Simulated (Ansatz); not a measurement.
# Random displacements in Si

Theory: Ansatz, DFT r2SCAN, scalar-relativistic, plane waves, PAW. The runs took a 500 eV cutoff, a Γ-centred 6×6×6 mesh and Gaussian smearing (0.05 eV). No spin polarisation. Energies are free energies at this smearing, counted from the undisturbed cell; pressure is positive in compression.

The starting cell (relaxed at this level):

```yaml
crystal:
  lattice:
    - [5.44421, 0.00000, 0.00000]
    - [0.00000, -5.44421, 0.00000]
    - [0.00000, 0.00000, -5.44421]
  atoms:
    - { symbol: Si, position: [0.50000, 0.00000, 0.00000] }
    - { symbol: Si, position: [0.00000, 0.50000, 0.00000] }
    - { symbol: Si, position: [0.00000, 0.00000, 0.50000] }
    - { symbol: Si, position: [0.50000, 0.50000, 0.50000] }
    - { symbol: Si, position: [0.75000, 0.75000, 0.75000] }
    - { symbol: Si, position: [0.25000, 0.25000, 0.75000] }
    - { symbol: Si, position: [0.25000, 0.75000, 0.25000] }
    - { symbol: Si, position: [0.75000, 0.25000, 0.25000] }
```

The atoms are displaced (Å, in the unstrained cell):

```tsv
atom	ux	uy	uz
Si1	-0.067	-0.293	0.242
Si2	-0.010	0.220	-0.044
Si3	0.024	-0.231	-0.181
Si4	0.055	-0.016	-0.047
Si5	-0.264	0.063	0.028
Si6	0.197	0.127	-0.103
Si7	-0.029	0.099	-0.119
Si8	0.094	0.031	0.224
```

Strain (Voigt, engineering shear): (-0.0045, -0.0754, -0.0064, 0.0856, -0.0286, -0.0919).

Q: What are the energy change, the stress and the forces?

A: ΔE = 1221.3 meV/atom; stress (xx, yy, zz, yz, xz, xy; compression positive) (28.68, 22.11, 23.95, -21.59, -16.02, 16.75) GPa.
```csv
atom,Fx (eV/Å),Fy,Fz
Si1,16.49,14.15,-17.93
Si2,3.76,-5.48,2.94
Si3,-0.58,2.59,0.79
Si4,0.81,1.96,1.40
Si5,3.47,-1.17,-0.86
Si6,-17.62,-12.72,15.97
Si7,-1.89,-2.18,1.95
Si8,-4.44,2.86,-4.27
```

Cost: 1 run of about 1.1 core-minutes, on Intel Xeon Processor @ 2.70GHz (shared hosts).